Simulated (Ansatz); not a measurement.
CoSi2: frozen-core PAW against all-electron methods

```yaml
crystal:
  lattice:
    - [0.00000, 2.68250, 2.68250]
    - [2.68250, 0.00000, 2.68250]
    - [2.68250, 2.68250, 0.00000]
  atoms:
    - { symbol: Co, position: [0.00000, 0.00000, 0.00000] }
    - { symbol: Si, position: [0.25000, 0.25000, 0.25000] }
    - { symbol: Si, position: [0.75000, 0.75000, 0.75000] }
```

Atom numbers follow the list: Co1, Si2, Si3.

The cell is COD entry 1008148, as deposited and not checked against the literature; nothing was relaxed.

All numbers are computed: DFT, PBE, PAW with Ansatz's default frozen-core files, scalar-relativistic (Ansatz 0.2.0); DFT, PBE, all-electron PAW with datasets made for the crystal, scalar-relativistic (Ansatz 0.2.0); DFT, PBE, all-electron LAPW, scalar-relativistic (Ansatz 0.2.0).

For PAW: a Γ-centred 11×11×11 k mesh, Fermi–Dirac smearing of 0.05 eV, cutoff 420 eV, spin-polarised from start moments Co1 2 μB (the moments died away, and the run ended non-magnetic). The crystal-made all-electron datasets (AE datasets) take a cutoff of 320 eV at this cell. LAPW targets a basis error of 1 meV/atom. The Ansatz runs share mesh, smearing and spin set-up. Plane-wave (PAW) pressures include the program's estimate of the Pulay term.

Stress and pressure are positive in compression.

Levels count from the Fermi level.

| quantity | PAW | AE datasets | LAPW |
| --- | --- | --- | --- |
| pressure (GPa) | -0.55 | -0.49 | -0.49 |
| highest filled level at Γ (eV) | -1.887 | -1.887 | -1.887 |
| lowest empty level at Γ (eV) | 0.708 | 0.702 | 0.702 |
| highest filled level at X (eV) | -1.314 | -1.314 | -1.314 |
| lowest empty level at X (eV) | 1.583 | 1.580 | 1.580 |
| highest filled level at K (eV) | -0.956 | -0.957 | -0.957 |
| lowest empty level at K (eV) | 1.971 | 1.968 | 1.968 |

PAW's pressure differs from the LAPW value by -0.05 GPa.
